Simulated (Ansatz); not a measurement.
**¹⁷O NMR of the central transition in PbO**

Cell: an entry of the Crystallography Open Database (COD).

Space group Pbcm (No. 57); a = 5.8931, b = 5.4904, c = 4.7528 Å.

```csv
site,Wyckoff,site symmetry,x,y,z
Pb,4d,..m,0.2297,0.9884,0.2500
O,4d,..m,0.8653,0.0917,0.2500
```

One atom of each set is listed.

Computed with Ansatz: DFT, r2SCAN, plane waves and PAW, scalar-relativistic, 500 eV cutoff, Γ-centred 6×6×7 k-points, Fermi–Dirac smearing 0.01 eV.

¹⁷O has I = 5/2 and Q = -25.58 mb (Pyykkö 2018); at 23.5 T its Larmor frequency is ν₀ = 135.7 MHz. Only the quadrupole interaction is simulated: positions count from each site's isotropic chemical shift, and J coupling is left out, as are shift anisotropy and dipolar coupling, which fast spinning averages.

Question: Simulate the second-order pattern (fast magic-angle spinning, Gaussian broadening 0.02 kHz) of site O (4 Pb at 2.22–2.48 Å).

Answer: The calculation gives C_Q = -2.22 MHz and η = 0.22, so ν_Q = 0.333 MHz and the centre of gravity lies at -1.63 ppm (-0.222 kHz).

| offset (kHz) | height |
| --- | --- |
| -0.5744 | 0 |
| -0.5564 | 2 |
| -0.5384 | 7 |
| -0.5204 | 8 |
| -0.5024 | 8 |
| -0.4845 | 8 |
| -0.4665 | 8 |
| -0.4485 | 9 |
| -0.4305 | 9 |
| -0.4125 | 9 |
| -0.3945 | 12 |
| -0.3765 | 31 |
| -0.3585 | 50 |
| -0.3405 | 64 |
| -0.3226 | 92 |
| -0.3046 | 84 |
| -0.2866 | 67 |
| -0.2686 | 61 |
| -0.2506 | 58 |
| -0.2326 | 57 |
| -0.2146 | 57 |
| -0.1966 | 59 |
| -0.1786 | 62 |
| -0.1606 | 67 |
| -0.1427 | 77 |
| -0.1247 | 100 |
| -0.1067 | 100 |
| -0.0887 | 77 |
| -0.0707 | 65 |
| -0.0527 | 42 |
| -0.0347 | 6 |
| -0.0167 | 0 |

Without spin–orbit coupling the gradients at and beside Pb can be off by some per cent, at some sites by more.

Hardware: 1 thread of Arm Neoverse N1 (aarch64; 36 cores open to the job, memory cap 3.0 GiB, no GPU), a shared host with a load of 0.8 a core. Wall time 3 min, CPU time 3.1 min, peak memory 0.94 GiB.
